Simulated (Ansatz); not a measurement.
BaTiO3, DFT, PBE, all-electron LAPW, scalar-relativistic (Ansatz 0.2.0), run on 2 threads of Intel(R) Xeon(R) 6975P-C (Granite Rapids) on a shared host.

The cell is COD entry 1507757, as deposited and not checked against the literature; nothing was relaxed. The listed cell was then made from it by scaling, straining or moving an atom.

Command: `ansatz run input.yaml --threads 2 --pin off --max-ram 6144MiB --backend cpu --events-out ev --progress --plain --runs-dir out`

```yaml
crystal:
  lattice:
    - [3.9531406582, 0.0, 0.0]
    - [0.0, 3.9531406582, 0.0]
    - [0.0, 0.0, 3.9531406582]
  atoms:
    - { symbol: Ba, position: [0.5, 0.5, 0.5] }
    - { symbol: Ti, position: [0.0, 0.0, 0.0] }
    - { symbol: O, position: [0.5, 0.0, 0.0] }
    - { symbol: O, position: [0.0, 0.5, 0.0] }
    - { symbol: O, position: [0.0, 0.0, 0.5] }
kpoints:
  mp_grid: { grid: [8, 8, 8] }
  band_path:
    path:
      - [0.0, 0.0, 0.0]
      - [0.0, 0.5, 0.0]
      - [0.5, 0.5, 0.0]
      - [0.0, 0.0, 0.0]
      - [0.5, 0.5, 0.5]
      - [0.0, 0.5, 0.0]
      - [0.5, 0.5, 0.5]
      - [0.5, 0.5, 0.0]
    npoints: 5
scf:
  occupations: { method: fermi_dirac, width: 0.05 }
hamiltonian:
  xc: pbe
  pseudopotentials: { kind: all_electron, lapw: { basis_error: 0.001 } }
output:
  forces: true
  stress: true
  eigenvalues: true
```

Problem. How large is the problem that the program sets up?

Solution. 35 irreducible k-points, 1141 plane waves at Γ, 44 bands.

Problem. Estimate the wall time and the peak memory.

Solution. 16 s of wall time for 12 SCF iterations, with a peak of 0.62 GiB. Times on shared machines scatter by tens of per cent.
